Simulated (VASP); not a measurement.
The system is CuO.

```
Cu O
1.0
     2.83633    0.00000    0.00000
    -1.41816    2.45633    0.00000
     0.00000    0.00000    2.76811
Cu O
1 1
Direct
  0.00000 0.00000 0.00000
  0.66667 0.33333 0.50000
```

Measurements of this composition are mostly on another form, of space group No. 15.

* Program: VASP 6.6.1
* Task: relaxation of cell and atoms
* Functional: r2SCAN
* Potentials or basis: VASP PAW PBE potentials, release 64 (Cu, O)
* Cutoff: 600 eV
* k mesh: 11 × 11 × 10
* Occupations: gaussian, width 0.05 eV
* Spin: no spin polarisation

At the start: pressure -7.3 GPa; volume 9.64 Å³/atom.

Problem. How do energy, volume and symmetry change on relaxing?

Solution. Over 5 steps the energy falls by 19.2 meV/atom and the volume is 9.32 Å³/atom (-3.3 %); space group P-6m2 (No. 187, to 0.05 Å).

Step by step:
```
step  energy change (eV)  largest force (eV/Å)  pressure (GPa)  volume (Å³)
   1              0.0000                0.0000           -7.33        19.29
   2             -0.0272                0.0000            6.38        18.07
   3             -0.0343                0.0000            1.66        18.43
   4             -0.0382                0.0000            0.34        18.60
   5             -0.0384                0.0000            0.00        18.64
```

Final structure:
```
Cu O
1.0
     2.84596    0.00000    0.00000
    -1.42298    2.46468    0.00000
     0.00000    0.00000    2.65790
Cu O
1 1
Direct
  0.00000 0.00000 0.00000
  0.66667 0.33333 0.50000
```

Caveat: the PAW data sets were made with another functional, which shifts forces and pressure a little; an odd number of electrons without spin polarisation forces a metal; a magnetic or distorted state may lie lower; the run has no spin polarisation, though such a crystal can be magnetic.
